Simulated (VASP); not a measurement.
Input of a VASP 6.6.1 run:

The input POSCAR:

```
MoS2
1.0
    3.1487811847      0.0000000000      0.0000000000
   -1.5743905923      2.7269244969      0.0000000000
    0.0000000000      0.0000000000     12.0885171618
  Mo              S
     2     4
Direct
     0.3333333332999970    0.6666666667000030    0.2500000000000000
     0.6666666667000030    0.3333333332999970    0.7500000000000000
     0.3333333332999970    0.6666666667000030    0.6205253139512692
     0.6666666667000030    0.3333333332999970    0.1205253139512692
     0.3333333332999970    0.6666666667000030    0.8794746860487308
     0.6666666667000030    0.3333333332999970    0.3794746860487308
```

File INCAR.step1:

```
SYSTEM = MoS2
  PREC = Accurate
  ENCUT = 600
  EDIFF = 1E-8
  ISMEAR = 0
  SIGMA = 0.03
  LREAL = .False.
  LASPH = .True.
  NELM = 80
  ALGO = Fast
  ISIF = 3
  LWAVE = .False.
  LCHARG = .False.
  GGA = PE
  IVDW = 12
  KPAR = 2
  IBRION = 2
  NSW = 40
  EDIFFG = -0.002
```

The input INCAR.step2:

```
SYSTEM = MoS2
  PREC = Accurate
  ENCUT = 600
  EDIFF = 1E-8
  ISMEAR = 0
  SIGMA = 0.03
  LREAL = .False.
  LASPH = .True.
  NELM = 80
  ALGO = Fast
  ISIF = 2
  LWAVE = .False.
  LCHARG = .False.
  GGA = PE
  IVDW = 12
  KPAR = 2
  IBRION = 6
  NFREE = 2
  POTIM = 0.015
  NSW = 1
```

File KPOINTS:

```
regular mesh
0
Gamma
  12 12 3
  0 0 0
```

Potentials or basis: VASP PAW PBE potentials, release 64 (Mo_sv, S).

Run with:

```sh
$ cat potpaw_PBE.64/Mo_sv/POTCAR potpaw_PBE.64/S/POTCAR > POTCAR
$ cp INCAR.step1 INCAR
$ mpirun -np 2 vasp_std > vasp.out
$ cp CONTCAR POSCAR
$ cp INCAR.step2 INCAR
$ mpirun -np 2 vasp_std > vasp.out
```

**Question.** Predict the highest phonon frequency at Γ, LO-TO splitting left out.

**Answer.** 469 cm⁻¹.

**Question.** Predict the dispersion energy per atom.

**Answer.** -0.438 eV.

**Question.** What does it give for the relaxed cell?

**Answer.** a = 3.149 Å, b = 3.149 Å, c = 12.083 Å, α = 90.00°, β = 90.00°, γ = 120.00°.

Final structure:
```
Mo S
1.0
     3.14869    0.00000    0.00000
    -1.57434    2.72684    0.00000
     0.00000    0.00000   12.08318
Mo S
2 4
Direct
  0.33333 0.66667 0.25000
  0.66667 0.33333 0.75000
  0.33333 0.66667 0.62047
  0.66667 0.33333 0.12047
  0.33333 0.66667 0.87953
  0.66667 0.33333 0.37953
```
